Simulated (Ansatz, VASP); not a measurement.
## Si: VASP beside Ansatz

```
Si
1.0
     0.00000    2.77678    2.67765
     2.77678    0.00000    2.67765
     2.77678    2.77678    0.00000
Si
2
Direct
  0.50000 0.50000 0.50000
  0.75000 0.75000 0.75000
```

Alike in both runs: task single point; functional LDA; k mesh 12 × 12 × 12; occupations gaussian, width 0.05 eV; no spin polarisation.

```csv
,VASP,Ansatz
version,VASP 6.6.1,Ansatz 0.2.0
potentials or method,"VASP PAW LDA potentials, release 64 (Si)","scalar-relativistic, plane waves, PAW"
plane-wave cutoff (eV),520,420
valence electrons in the cell,8,8
```

|  | VASP | Ansatz | Ansatz less VASP |
| --- | --- | --- | --- |
| gap on the k mesh at the Fermi level (eV) | 0.15 | 0.15 | +0.002 |
| least direct gap on the mesh (eV) | 2.27 | 2.27 | +0.001 |
| pressure (GPa) | -4.1 | -4.1 | -0.04 |
| largest component of the traceless stress (GPa) | 2.19 | 2.19 | 0.000 |

Ansatz warned: «pseudo_functional_mismatch».
